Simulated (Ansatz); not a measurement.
# AlNi: symmetry broken, then relaxed

Computed with Ansatz, DFT PBE, scalar-relativistic, plane waves, PAW. The runs took a 420 eV cutoff, a Γ-centred 12×12×6 mesh and Gaussian smearing (0.15 eV). No spin polarisation. A magnetic state may lie lower. Energies are free energies at this smearing, counted from the undisturbed cell; pressure is positive in compression.

Zero of the scan (relaxed at this level; it needn't be the usual structure):

```
Al Ni
1.0
     2.89308    0.00000    0.00000
     0.00000    2.89308    0.00000
     0.00000    0.00000    5.78617
Al Ni
2 2
Direct
  0.00000 0.00000 0.50000
  0.00000 0.00000 0.00000
  0.50000 0.50000 0.25000
  0.50000 0.50000 0.75000
```

The atoms are displaced (Å, in the unstrained cell):

```tsv
atom	ux	uy	uz
Al1	-0.004	-0.033	-0.016
Al2	0.012	0.100	0.049
Ni3	-0.004	-0.033	-0.016
Ni4	-0.004	-0.033	-0.016
```

Cell and atoms are then relaxed.

Task: Does the relaxation return to the undisturbed structure?

Result: Yes (up to a choice of domain or origin): same space group and volume, and an energy 0.0 meV/atom from it. The disturbance itself cost 19.1 meV/atom. The final space group reads Pm-3m (tolerance 0.05 Å) and the volume changes by 0.03 %.

Final structure:

```
CELL_PARAMETERS angstrom
2.89339 0.00000 0.00000
0.00000 2.89347 -0.00001
0.00000 -0.00002 5.78642
ATOMIC_POSITIONS crystal
Al 0.00000 0.00000 0.50000
Al 0.00000 0.00000 0.00000
Ni 0.50000 0.50001 0.25000
Ni 0.50000 0.49999 0.75000
```

The relaxation, step by step (energy from the first step; small jumps at an unchanged geometry come where the plane waves are selected anew for the new cell):

| step | ΔE (meV/atom) | largest force component (eV/Å) | pressure (GPa) |
| --- | --- | --- | --- |
| 1 | 0.0 | 0.834 | 0.81 |
| 2 | -11.5 | 0.557 | 0.60 |
| 3 | -19.1 | 0.008 | -0.18 |
| 4 | -19.1 | 0.000 | 0.01 |
| 5 | -19.1 | 0.000 | 0.01 |

Frames along the relaxation (Å, eV/Å):

```xyz
4
Lattice="2.893 0.000 0.000 0.000 2.893 0.000 0.000 0.000 5.786" Properties=species:S:1:pos:R:3:forces:R:3 pbc="T T T" step=1
Al   -0.004   -0.033    2.877    0.008    0.067    0.228
Al    0.012    0.100    0.049   -0.108   -0.834   -0.623
Ni    1.442    1.413    1.430    0.060    0.460    0.290
Ni    1.442    1.413    4.323    0.040    0.306    0.104
4
Lattice="2.893 -0.001 0.000 -0.001 2.890 -0.004 -0.001 -0.007 5.783" Properties=species:S:1:pos:R:3:forces:R:3 pbc="T T T" step=2
Al   -0.003   -0.023    2.890    0.003    0.025    0.041
Al    0.008    0.066    0.024   -0.071   -0.557   -0.315
Ni    1.443    1.416    1.431    0.040    0.315    0.193
Ni    1.443    1.420    4.326    0.028    0.216    0.080
4
Lattice="2.895 0.000 0.000 0.000 2.895 0.000 0.000 0.000 5.787" Properties=species:S:1:pos:R:3:forces:R:3 pbc="T T T" step=3
Al    0.000   -0.001    2.893    0.000    0.002    0.001
Al    0.000    0.001    0.001   -0.001   -0.008   -0.007
Ni    1.447    1.447    1.446    0.001    0.006    0.007
Ni    1.447    1.448    4.340    0.000   -0.001   -0.001
4
Lattice="2.893 0.000 0.000 0.000 2.893 0.000 0.000 0.000 5.786" Properties=species:S:1:pos:R:3:forces:R:3 pbc="T T T" step=4
Al    0.000    0.000    2.893    0.000    0.000    0.000
Al    0.000    0.000    0.000    0.000    0.000    0.000
Ni    1.447    1.447    1.447    0.000    0.000    0.000
Ni    1.447    1.447    4.340    0.000    0.000    0.000
4
Lattice="2.893 0.000 0.000 0.000 2.893 0.000 0.000 0.000 5.786" Properties=species:S:1:pos:R:3:forces:R:3 pbc="T T T" step=5
Al    0.000    0.000    2.893    0.000    0.000    0.000
Al    0.000    0.000    0.000    0.000    0.000    0.000
Ni    1.447    1.447    1.447    0.000    0.000    0.000
Ni    1.447    1.447    4.340    0.000    0.000    0.000
```

Cost: 3 runs of about 4.4 core-minutes in all, on Arm Neoverse V2 (shared hosts).